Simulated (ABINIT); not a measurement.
A run of ABINIT 10.8.3 (patched build) is set up as follows.

Contents of run.abi:

```
# Datasets: one volume each
ndtset 7
getwfk -1
scalecart1 3*0.9795861087
scalecart2 3*0.9864848297
scalecart3 3*0.9932883884
scalecart4 3*1.0000000000
scalecart5 3*1.0066227096
scalecart6 3*1.0131594038
scalecart7 3*1.0196128224

# Pseudopotentials
pp_dirpath "./"
pseudos "Ti.GGA_PBE-JTH.xml, Al.GGA_PBE-JTH.xml"

# Structure
acell 3.179064 3.179064 3.179064 Angstrom
rprim
     1.0000000000     0.0000000000     0.0000000000
     0.0000000000     1.0000000000     0.0000000000
     0.0000000000     0.0000000000     1.0000000000
ntypat 2
znucl 22 13
natom 2
typat 1 2
xred
     0.0000000000     0.0000000000     0.0000000000
     0.5000000000     0.5000000000     0.5000000000

# Plane-wave basis
ecut 15.0
pawecutdg 30.0

# k points
kptopt 1
ngkpt 8 8 8
nshiftk 1
shiftk 0.0 0.0 0.0

# Exchange and correlation
ixc 11

# Bands and occupations
nband 12
occopt 3
tsmear 0.00183747

# SCF cycle
nstep 100
tolvrs 1.0e-9

# Output
iomode 3
prtwf 1
prtden 0
prteig 0
prtebands 0
enunit 2
```

Potentials or basis: JTH PAW PBE v2.0.

Command:

```sh
$ abinit run.abi > log 2>&1
```

Problem. Estimate the equilibrium volume.

Solution. 16.21 Å³/atom.

Problem. Predict the bulk modulus.

Solution. 112 GPa.

Problem. Predict the pressure derivative of the bulk modulus.

Solution. 4.0 (rough: it moves with the points fitted).

Energy against volume, from the lowest point:
| volume (Å³/atom) | energy (meV/atom) |
| --- | --- |
| 15.101 | 29.45 |
| 15.422 | 14.15 |
| 15.743 | 4.51 |
| 16.065 | 0.00 |
| 16.386 | 0.14 |
| 16.707 | 4.64 |
| 17.028 | 12.78 |

Caveat: pressures at fixed basis lie under the slope of the energies.
